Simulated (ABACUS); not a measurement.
Crystal: KCl (Sylvite).

```
K Cl
1.0
     0.00000    3.14647    3.14647
     3.14647    0.00000    3.14647
     3.14647    3.14647    0.00000
K Cl
1 1
Direct
  0.00000 0.00000 0.00000
  0.50000 0.50000 0.50000
```

Program: ABACUS 3.10.1. Alike in all runs: task single point; no spin polarisation; cell as given; smearing fermi-dirac 0.05 eV.

Q: Order these runs on this cell by their band gap on the k mesh, lowest first.
A. level MS2; potentials or basis SG15 ONCV 1.2 PBE, plane waves; k mesh 4 × 4 × 4; cutoff (eV) 1170; SCF threshold on the density 1e-08; eigensolver dav; mesh quality coarse
B. level TPSS; potentials or basis SG15 ONCV 1.2 PBE, plane waves; k mesh 4 × 4 × 4; cutoff (eV) 1170; SCF threshold on the density 1e-08; eigensolver dav; mesh quality coarse
C. level PBEsol; potentials or basis GBRV ultrasoft 1.5 PBEsol, plane waves; k mesh 6 × 6 × 6; cutoff (eV) 544; SCF threshold on the density 1e-08; eigensolver dav; mesh quality not flagged
D. level LDA-PW92; potentials or basis PseudoDojo NC SR 0.4.1 LDA stringent, plane waves; k mesh 6 × 6 × 6; cutoff (eV) 993; SCF threshold on the density 1e-08; eigensolver dav; mesh quality not flagged
E. level BLYP; potentials or basis SPMS ONCV 1.0 PBE, DZP LCAO (the cutoffs set its grid); k mesh 6 × 6 × 6; cutoff (eV) 1361; SCF threshold on the density 1e-07; eigensolver genelpa; mesh quality not flagged

A: D (4.74 eV), C (5.03 eV), E (5.21 eV), B (5.67 eV), A (5.89 eV).

Caveats: some runs use coarse meshes; the atomic orbitals were generated for these runs and aren't a published set (some runs); the basis of atomic orbitals isn't converged, which shifts pressures, moduli and gaps (some runs).

A k mesh can miss the band edges.

Not every run made on this cell is shown here.
